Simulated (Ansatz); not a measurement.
Runs of Ansatz 0.2.0 on KF (Carobbiite). Symmetry: Fm-3m, No. 225, cubic system. The conventional cell has a = 5.344 Å, b = 5.344 Å, c = 5.344 Å, α = 90.00°, β = 90.00°, γ = 90.00°. K (site symmetry m-3m) is surrounded by 6 F at 2.67 Å. F (site symmetry m-3m) is surrounded by 6 K at 2.67 Å. 

```csv
task,level,cutoff (eV),smearing,gap on the mesh (eV),pressure (GPa)
single point,LDA,202,gaussian 0.1 eV,5.80,-3.5
single point,RPBE,207,gaussian 0.02 eV,(b),4.1
single point,LDA,202,gaussian 0.05 eV,5.80,-3.5
band structure,PBEsol,203,fermi-dirac 0.05 eV,6.04,(a)
band structure,LDA+D4,202,gaussian 0.01 eV,5.80,-4.1
```

Alike in all rows: potentials or basis all-electron LAPW, scalar-relativistic; no spin polarisation; cell as given; k mesh 9 × 9 × 9; basis error allowed 0.001 eV/atom.

Task: Fill in the values left out.

Result: (a) -0.7; (b) 6.51.

Caveats: an odd mesh through Γ misses points on the zone boundary, where band edges often lie (some runs); the dispersion damping was fitted for another functional or another form of the correction (some runs).
